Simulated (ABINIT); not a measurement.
Crystal: TiC.

```
CELL_PARAMETERS angstrom
0.00000 2.16572 2.16572
2.16572 0.00000 2.16572
2.16572 2.16572 0.00000
ATOMIC_POSITIONS crystal
Ti 0.00000 0.00000 0.00000
C 0.50000 0.50000 0.50000
```

The cell is a database's computed one.

| Item | Value |
| --- | --- |
| Program | ABINIT 10.8.3 (patched build) |
| Task | relaxation of cell and atoms |
| Functional | LDA |
| Potentials or basis | PseudoDojo NC SR LDA v0.4.1 standard |
| Cutoff | 1143 eV |
| k mesh | 8 × 8 × 8 |
| Occupations | fermi-dirac, width 0.05 eV |
| Spin | no spin polarisation |

At the start: pressure -12.2 GPa; volume 10.16 Å³/atom.

Problem. How do energy, volume and symmetry change on relaxing?

Solution. Over 4 steps the energy falls by 18.9 meV/atom and the volume is 9.68 Å³/atom (-4.7 %); space group Fm-3m (No. 225, to 0.05 Å).

Step by step:
```tsv
step	energy change (eV)	largest force (eV/Å)	pressure (GPa)	volume (Å³)
1	0.0000	0.0000	-12.25	20.32
2	-0.0360	0.0000	-2.79	19.56
3	-0.0377	0.0000	0.16	19.36
4	-0.0377	0.0000	0.00	19.37
```

Final structure:
```cif
data_structure
_symmetry_space_group_name_H-M 'P 1'
_symmetry_Int_Tables_number 1
_cell_length_a 3.0144
_cell_length_b 3.0144
_cell_length_c 3.0144
_cell_angle_alpha 60.000
_cell_angle_beta 60.000
_cell_angle_gamma 60.000
_cell_volume 19.37
loop_
_atom_site_label
_atom_site_type_symbol
_atom_site_fract_x
_atom_site_fract_y
_atom_site_fract_z
_atom_site_occupancy
Ti1 Ti 0.00000 0.00000 0.00000 1
C1 C 0.50000 0.50000 0.50000 1
```
